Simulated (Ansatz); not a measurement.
The system is Cs2AgBiBr6.

```xyz
10
Lattice="0.0000 5.6161 5.6161 5.6161 0.0000 5.6161 5.6161 5.6161 0.0000" Properties=species:S:1:pos:R:3 pbc="T T T"
Bi    0.0000    0.0000    0.0000
Cs    8.4242    8.4242    8.4242
Cs    2.8081    2.8081    2.8081
Ag    5.6161    5.6161    5.6161
Br    5.6161    5.6161    8.4180
Br    5.6161    5.6161    2.8142
Br    2.8142    5.6161    5.6161
Br    5.6161    8.4180    5.6161
Br    8.4180    5.6161    5.6161
Br    5.6161    2.8142    5.6161
```

Base run:

| Item | Value |
| --- | --- |
| Program | Ansatz 0.2.0 |
| Functional | PBEsol |
| Potentials or basis | Ansatz PAW |
| Cutoff | 420 eV (not typed: the program's choice for these potentials) |
| k mesh | 4 × 4 × 4 |
| Occupations | fermi-dirac, width 0.05 eV |
| Spin | no spin polarisation |

Its results: band gap on the k mesh 1.17 eV, indirect (least direct gap 2.39 eV); pressure 0.0 GPa; largest force 0.302 eV/Å.

**Question.** The run is repeated on the same cell with these changes: hubbard terms from none to Ag d U = 3 eV; hubbard projectors from none to ortho-atomic (the default). What comes out?

**Answer.** Band gap on the k mesh 1.40 eV, indirect (least direct gap 2.58 eV); pressure 0.1 GPa; largest force 0.220 eV/Å.

The U term pushes filled and empty states of the shell apart.

Caveats: spin-orbit coupling is left out, which as a rule narrows the gap of such compounds by several tenths of an eV; the PAW data sets come from PBE, with cores solved anew for the run's functional, which leaves a small shift of forces and pressure; the density of states is complete only up to the lowest level of the last band computed.

A k mesh can miss the band edges.
